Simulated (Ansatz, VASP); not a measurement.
## BiTe: VASP beside Ansatz

```
CELL_PARAMETERS angstrom
0.00000 3.23500 3.26735
3.23500 0.00000 3.26735
3.23500 3.23500 0.00000
ATOMIC_POSITIONS crystal
Bi 0.00000 0.00000 0.00000
Te 0.50000 0.50000 0.50000
```

Change from the starting cell: strain = 0.01.

Alike in both runs: task single point; functional PBE; k mesh 7 × 7 × 7; occupations fermi-dirac, width 0.05 eV; no spin polarisation.

```csv
,VASP,Ansatz
version,VASP 6.6.1,Ansatz 0.2.0
potentials or method,"VASP PAW PBE potentials, release 64 (Bi_d, Te)",Ansatz PAW
plane-wave cutoff (eV),520,420
valence electrons in the cell,21,31
```

```tsv
	VASP	Ansatz	Ansatz less VASP
gap on the k mesh at the Fermi level (eV)	none	none	-
pressure (GPa)	0.4	0.4	+0.06
largest component of the traceless stress (GPa)	0.21	0.22	+0.005
```

A gap of «none» marks a metal or a gap that the smearing closes. The two sets of potentials don't hold the same shells in valence.

Caveats: spin-orbit coupling is left out, which moves the levels of the heavy elements.
